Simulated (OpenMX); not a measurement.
## CsSnI3 under changes of volume

One of the cells (47.797 Å³/atom); the others are scaled copies at fixed shape and fractional positions:

```
Cs I Sn
1.0
     6.20570    0.00000    0.00000
     0.00000    6.20570    0.00000
     0.00000    0.00000    6.20570
Cs I Sn
1 3 1
Direct
  0.00000 0.00000 0.00000
  0.50000 0.50000 0.00000
  0.50000 0.00000 0.50000
  0.00000 0.50000 0.50000
  0.50000 0.50000 0.50000
```

* Program: OpenMX 3.8.5
* Functional: PBE
* Potentials or basis: OpenMX 2013 PBE set, Cs12.0-s2p2d1, I7.0-s3p2d2, Sn7.0-s3p2d1, fixed grid of 84 × 84 × 84 points
* k mesh: 5 × 5 × 5
* Occupations: fermi-dirac, width 0.05 eV
* Spin: no spin polarisation

```tsv
volume (Å³/atom)	energy over the lowest point (meV/atom)	gap on the mesh (eV)
44.929	27.55	1.63
45.885	17.11	1.65
46.841	9.46	1.65
47.797	4.23	1.46
48.753	?	?
49.709	0.00	0.77
50.665	0.64	0.49
```

Q: What does the run at 48.753 Å³/atom give?

A: Energy over the lowest point 1.13 meV/atom; gap on the mesh 1.12 eV.

Worked out: A Birch-Murnaghan fit of order 3 (a polynomial in V^(-2/3)) to the other rows has its minimum at 49.83 Å³/atom with B0 = V·E''(V) = 14.9 GPa and B' = 4.9. It gives 1.15 meV/atom at 48.753 Å³/atom, against the run's 1.13. A parabola through the other rows of the gap, of slope -15 eV per unit of ln V there, gives 1.19 eV, against the run's 1.12.

Energies are extrapolated to zero smearing.

Caveats: the basis has few d functions beyond the semicore shells, which can make volumes several per cent too large; spin-orbit coupling is left out, which moves the levels of the heavy elements; an odd mesh through Γ misses points on the zone boundary, where band edges often lie; the cell was measured hot, at 500 K; the basis of atomic orbitals isn't converged, which shifts pressures, moduli and gaps.
